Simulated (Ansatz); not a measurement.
The system is Pt.

```
Pt
1.0
     2.76067    0.00000    0.00000
    -1.38033    2.39081    0.00000
     0.00000    0.00000    4.79213
Pt
2
Direct
  0.33333 0.66667 0.25000
  0.66667 0.33333 0.75000
```

This isn't the form of Pt at room conditions, which is fcc.

Base run:

| Property | Result |
| --- | --- |
| Program | Ansatz 0.2.0 |
| Functional | PBEsol |
| Potentials or basis | all-electron LAPW, non-relativistic |
| Cutoff | 273 eV |
| Density cutoff | 1091 eV |
| Basis error allowed | 0.001 eV/atom |
| k mesh | 11 × 11 × 6 |
| Occupations | fermi-dirac, width 0.05 eV |
| Spin | no spin polarisation |

Its results: pressure 20.8 GPa.

The run is repeated on the same cell with these changes: potentials or basis from all-electron LAPW, non-relativistic to all-electron LAPW, scalar-relativistic; k mesh from 11 × 11 × 6 to 8 × 8 × 4. What comes out?

Pressure -10.5 GPa.

Caveats: relativity is left out, which matters for the heavier elements (some runs); the k mesh is thin for a metal, which can move the energy by tens of meV per atom (some runs).

Not every run made on this cell is shown here.
